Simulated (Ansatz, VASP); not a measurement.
SnS2 (Berndtite-2T): VASP beside Ansatz

```
Sn S
1.0
     3.58982    0.00000    0.00000
    -1.79491    3.10887    0.00000
     0.00000    0.00000    5.78869
Sn S
1 2
Direct
  0.00000 0.00000 0.00000
  0.66667 0.33333 0.75000
  0.33333 0.66667 0.25000
```

Change from the starting cell: volume scaled by 0.96.

Alike in both runs: task single point; functional PBE; k mesh 8 × 8 × 5; occupations fermi-dirac, width 0.05 eV; no spin polarisation.

|  | VASP | Ansatz |
| --- | --- | --- |
| version | VASP 6.6.1 | Ansatz 0.2.0 |
| potentials or method | VASP PAW PBE potentials, release 64 (Sn_d, S) | Ansatz PAW |
| plane-wave cutoff (eV) | 520 | 420 |
| valence electrons in the cell | 26 | 26 |

VASP gave:

- gap on the k mesh at the Fermi level (eV): 1.57
- least direct gap on the mesh (eV): 2.05
- pressure (GPa): 8.2
- largest component of the traceless stress (GPa): 0.49
- rms of the force components (eV/Å): 0.318

Task: Estimate Ansatz's values.

Result: gap on the k mesh at the Fermi level (eV): 1.55; least direct gap on the mesh (eV): 2.05; pressure (GPa): 8.4; largest component of the traceless stress (GPa): 0.52; rms of the force components (eV/Å): 0.322.

Atom by atom the forces differ by 0.004 eV/Å (rms over components).

Caveats: spin-orbit coupling is left out, which moves the levels of the heavy elements; this functional lacks dispersion, which binds the layers, so the pressure and a relaxed spacing across them are unreliable; an odd mesh through Γ misses points on the zone boundary, where band edges often lie (VASP); odd divisions of the mesh miss points on the zone boundary, where band edges often lie, so the gap on the mesh can be too wide (Ansatz).
